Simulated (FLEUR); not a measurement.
# CdS (Greenockite) (P6_3mc) in FLEUR: notebook, part 2 of 2

FLEUR MaX-R8.1 (later development tree). The steps go on from the part before.

### Step 9. Band structure, PBEsol

Changes to inp.xml since step 7:

```diff
@@ -6,3 +6,3 @@
    <calculationSetup>
-      <cutoffs Kmax="5.33" Gmax="16.5" GmaxXC="16.5" numbands="0"/>
+      <cutoffs Kmax="5.16" Gmax="16.0" GmaxXC="16.0" numbands="0"/>
       <scfLoop itmax="60" minDistance="0.00001" maxIterBroyd="15" imix="Anderson" alpha="0.05" precondParam="0.0" spinf="2.0" sdNocoIR="T"/>
@@ -24,3 +24,3 @@
       <xi:include xmlns:xi="http://www.w3.org/2001/XInclude" href="sym.xml"> </xi:include>
-      <bulkLattice scale="1.0131594038">
+      <bulkLattice scale="1.0">
          <bravaisMatrix>
@@ -34,3 +34,3 @@
       <species name="Cadmium (Cd)" element="Cd" atomicNumber="48">
-         <mtSphere radius="2.45" gridPoints="837" logIncrement="0.015"/>
+         <mtSphere radius="2.53" gridPoints="837" logIncrement="0.015"/>
          <atomicCutoffs lmax="10" lnonsphr="10"/>
@@ -48,3 +48,3 @@
       <species name="Sulfur (S)" element="S" atomicNumber="16">
-         <mtSphere radius="1.84" gridPoints="629" logIncrement="0.018"/>
+         <mtSphere radius="1.9" gridPoints="629" logIncrement="0.018"/>
          <atomicCutoffs lmax="8" lnonsphr="8"/>
```

crystal.txt reads:

```
CdS
&input cartesian=F /
4.1500000000  0.0000000000  0.0000000000
-2.0750000000  3.5940054257  0.0000000000
0.0000000000  0.0000000000  6.7370000000
1.8897261246
1.0 1.0 1.0

4
48 0.6666666666  0.3333333332  0.5000000000
48 0.3333333332  0.6666666666  0.0000000000
16 0.6666666666  0.3333333332  0.8750000000
16 0.3333333332  0.6666666666  0.3750000000

&kpt div1=7 div2=7 div3=4 gamma=T /
```

inp.xml (bands) reads:

```
<?xml version="1.0" encoding="UTF-8" standalone="no"?>
<fleurInput fleurInputVersion="0.39">
   <comment>
      CdS                                                                                                 
   </comment>
   <calculationSetup>
      <cutoffs Kmax="5.16" Gmax="16.0" GmaxXC="16.0" numbands="0"/>
      <scfLoop itmax="60" minDistance="0.00001" maxIterBroyd="15" imix="Anderson" alpha="0.05" precondParam="0.0" spinf="2.0" sdNocoIR="T"/>
      <coreElectrons ctail="T" frcor="F" kcrel="0" coretail_lmax="0"/>
      <xcFunctional name="PBEs" relativisticCorrections="F"/>
      <magnetism jspins="1"/>
      <soc l_soc="F" theta="0.0" phi="0.0" spav="F"/>
      <expertModes spex="0" secvar="F"/>
      <geometryOptimization l_f="F" forcealpha="1.0" forcemix="BFGS" epsdisp="0.00001" epsforce="0.00001"/>
      <ldaU l_linMix="F" mixParam="0.05" spinf="1.0"/>
   </calculationSetup>
   <cell>
      <bzIntegration valenceElectrons="52.0" mode="hist" fermiSmearingEnergy="0.00183747">
         <kPointListSelection listName="path-1"/>
         <!-- k-points included here -->
         <xi:include xmlns:xi="http://www.w3.org/2001/XInclude" href="kpts.xml"> </xi:include>
      </bzIntegration>
      <!-- symmetry operations included here -->
      <xi:include xmlns:xi="http://www.w3.org/2001/XInclude" href="sym.xml"> </xi:include>
      <bulkLattice scale="1.0">
         <bravaisMatrix>
[... 33 lines left out ...]
         <lo type="SCLO" l="2" n="3" eDeriv="2"/>
         <lo type="SCLO" l="3" n="4" eDeriv="2"/>
      </species>
   </atomSpecies>
   <atomGroups>
      <atomGroup species="Cadmium (Cd)">
         <relPos label="                   1">-1.000/3.000 1.000/3.000 1.000/2.000</relPos>
         <relPos label="                   2">1.000/3.000 -1.000/3.000 .0000000000</relPos>
         <force calculate="T" relaxXYZ="TTT"/>
      </atomGroup>
      <atomGroup species="Sulfur (S)">
         <relPos label="                   3">-1.000/3.000 1.000/3.000 -1.000/8.000</relPos>
         <relPos label="                   4">1.000/3.000 -1.000/3.000 3.000/8.000</relPos>
         <force calculate="T" relaxXYZ="TTT"/>
      </atomGroup>
   </atomGroups>
   <output dos="F" band="T" slice="F">
      <checks vchk="F" cdinf="F"/>
      <bandDOS minEnergy="-.5*Htr" maxEnergy="0.5*Htr" sigma="0.015" storeEVData="T"/>
      <vacuumDOS vacdos="F" integ="F" star="F" nstars="0" locx1="0.0" locy1="0.0" locx2="0.0" locy2="0.0" nstm="0" tworkf="0.0"/>
      <unfoldingBand unfoldBand="F" supercellX="1" supercellY="1" supercellZ="1"/>
      <plotting iplot="0" polar="F">
         <plot TwoD="T" vec1="  1.0  0.0  0.0" vec2="  0.0  1.0  0.0" vec3="  0.0  0.0  1.0" zero="  0.0  0.0  0.0" file="plot"/>
      </plotting>
      <chargeDensitySlicing numkpt="0" minEigenval="0.0" maxEigenval="0.0" nnne="0" pallst="F"/>
      <specialOutput eonly="F"/>
      <moessbauerParams electricFieldGradient="T" isomerShift="T" coreHyperfine="T" valenceHyperfine="T"/>
      <magneticCircularDichroism mcd="F" energyLo="-10.0" energyUp="0.0"/>
   </output>
  <!-- We include the file relax.xml here to enable relaxations (see documentation) -->
  <xi:include xmlns:xi="http://www.w3.org/2001/XInclude" href="relax.xml"> <xi:fallback/> </xi:include>
</fleurInput>
```

Potentials or basis: all-electron, FLAPW.

Launch:

```
$ inpgen -f crystal.txt -profile fastHighL
$ # inp.xml edited to the form shown
$ mpirun -n 4 fleur_MPI -pe_per_kpt 1
$ mpirun -n 4 fleur_MPI -pe_per_kpt 1   # second run, on inp.xml (bands)
```

What it wrote:

```text
Welcome to FLEUR        (www.flapw.de)
      MaX-Release 8.1          (www.max-centre.eu)

 ========== k-point set info ==========
 Selected k-point list: default-1
 k-point list type: mesh
 7 x 7 x 4
 Number of k points: 24

 ------------Calculation Setup---------------------------
 Number of MPI-tasks      :            4
 Number of PE/node        :            4
 Number of OMP-threads    :            1
 Using exactly            1  PE per kpt
 Using exactly            1  PE per kpt
 k-points in parallel     :            4
 pe's per k-point         :            1
 No of k-point loops      :            6
 Using exactly            1  PE per kpt
 Using exactly            1  PE per kpt
 Eigenvalue solver        :       lapack
 Number of basis functions:         1733
 Approximate size of matrices (H+S) per k-point:         0.090 GB
 --------------------------------------------------------
 Iteration:     1   Distance:       7.80464671 me/bohr^3
 Iteration:     2   Distance:       6.97438969 me/bohr^3
 Iteration:     3   Distance:       3.70426232 me/bohr^3
 Iteration:     4   Distance:       1.60701578 me/bohr^3
 Iteration:     5   Distance:       1.07462206 me/bohr^3
 Iteration:     6   Distance:       0.27688634 me/bohr^3
 Iteration:     7   Distance:       0.23069004 me/bohr^3
 Iteration:     8   Distance:       0.03077244 me/bohr^3
 Iteration:     9   Distance:       0.01188656 me/bohr^3
 Iteration:    10   Distance:       0.00303499 me/bohr^3
 Iteration:    11   Distance:       0.00054930 me/bohr^3
 Iteration:    12   Distance:       0.00048006 me/bohr^3
 Iteration:    13   Distance:       0.00014874 me/bohr^3
 Iteration:    14   Distance:       0.00001500 me/bohr^3
 Iteration:    15   Distance:       0.00001422 me/bohr^3
 Iteration:    16   Distance:       0.00001289 me/bohr^3
 Iteration:    17   Distance:       0.00000602 me/bohr^3

 ********************************************************************
 Run finished successfully
 Stop message:
   all done
 ********************************************************************
```

Run time: 7.7 min. Hardware: 4 MPI ranks of Arm Neoverse V2, shared host.

What came out:

```
Free energy                                           : -326103.9369 eV
Band gap on the k mesh                                : 1.06 eV, direct
Band gap along the path                               : 1.06 eV, direct
Valence electrons inside the program's atomic spheres : Cd 18.52; S 3.53 (radii Cd 2.53, S 1.9 bohr)
```

Levels at the corners of the path, in eV from the valence-band top:
| point | band 23 | band 24 | band 25 | band 26 | band 27 | band 28 | band 29 | band 30 |
| --- | --- | --- | --- | --- | --- | --- | --- | --- |
| Γ | -0.77 | -0.04 | 0.00 | 0.00 | 1.06 | 2.67 | 6.36 | 6.36 |
| M | -2.66 | -1.88 | -1.31 | -0.74 | 3.60 | 3.76 | 4.98 | 6.27 |
| K | -3.10 | -1.86 | -1.86 | -1.62 | 4.50 | 5.00 | 5.00 | 6.99 |
| Γ | -0.77 | -0.04 | 0.00 | 0.00 | 1.06 | 2.67 | 6.36 | 6.36 |
| A | -0.40 | -0.40 | -0.40 | -0.40 | 2.73 | 2.73 | 6.04 | 6.04 |
| L | -1.34 | -1.34 | -1.33 | -1.33 | 3.35 | 3.35 | 5.27 | 5.27 |
| H | -2.42 | -2.42 | -1.12 | -1.12 | 4.28 | 4.28 | 5.95 | 5.95 |
| A | -0.40 | -0.40 | -0.40 | -0.40 | 2.73 | 2.73 | 6.04 | 6.04 |
| L | -1.34 | -1.34 | -1.33 | -1.33 | 3.35 | 3.35 | 5.27 | 5.27 |
| M | -2.66 | -1.88 | -1.31 | -0.74 | 3.60 | 3.76 | 4.98 | 6.27 |
| K | -3.10 | -1.86 | -1.86 | -1.62 | 4.50 | 5.00 | 5.00 | 6.99 |
| H | -2.42 | -2.42 | -1.12 | -1.12 | 4.28 | 4.28 | 5.95 | 5.95 |

Core levels (eV from the Fermi level):
```csv
atom,levels
1 Cd,"1s1/2 -26490.9, 2s1/2 -3928.2, 2p1/2 -3657.2, 2p3/2 -3464.9, 3s1/2 -728.2, 3p1/2 -619.6, 3p3/2 -585.3, 3d3/2 -392.9, 3d5/2 -385.9"
2 Cd,"1s1/2 -26490.9, 2s1/2 -3928.2, 2p1/2 -3657.2, 2p3/2 -3464.9, 3s1/2 -728.2, 3p1/2 -619.6, 3p3/2 -585.3, 3d3/2 -392.9, 3d5/2 -385.9"
3 S,"1s1/2 -2394.3, 2s1/2 -204.1, 2p1/2 -150.0, 2p3/2 -148.7"
4 S,"1s1/2 -2394.3, 2s1/2 -204.1, 2p1/2 -150.0, 2p3/2 -148.7"
```

### Step 10. How close it comes

Step 9. A measured gap of CdS is 2.5809 eV (quoted in “Isotope dependence of band-gap energy”, 2008, arxiv:0807.2152); the calculated 1.06 eV misses it by -1.52 eV. So large a miss can be the level of theory's own, or it may mean another phase, state or a wrong row. Spin-orbit coupling on Cd is left out. The value is that of PBEsol, without temperature or zero-point motion. Semilocal functionals fall short of measured gaps as a rule.
